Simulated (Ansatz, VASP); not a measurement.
# One calculation of ZnO, two programs

```
CELL_PARAMETERS angstrom
3.41653 0.00000 0.00000
-1.70827 2.95880 0.00000
0.00000 0.00000 4.47757
ATOMIC_POSITIONS crystal
Zn 0.33333 0.66667 0.25000
Zn 0.66667 0.33333 0.75000
O 0.66667 0.33333 0.25000
O 0.33333 0.66667 0.75000
```

The cell was built by a generator and needn't be a form met in nature.

Alike in both runs: task single point; functional PBE; k mesh 6 × 6 × 4; no spin polarisation.

```csv
,VASP,Ansatz
version,VASP 6.6.1,Ansatz 0.2.0
potentials or method,"VASP PAW PBE potentials, release 64 (Zn, O)","plane waves, PAW"
plane-wave cutoff (eV),520,420
occupations,"gaussian, width 0.01 eV",fixed
valence electrons in the cell,36,36
```

Ansatz gave:

- gap on the k mesh at the Fermi level (eV): 1.02
- pressure (GPa): 6.5
- largest component of the traceless stress (GPa): 0.01

Problem. Estimate VASP's values.

Solution. gap on the k mesh at the Fermi level (eV): 1.00; pressure (GPa): 7.6; largest component of the traceless stress (GPa): 0.48.

A k mesh can miss the band edges.
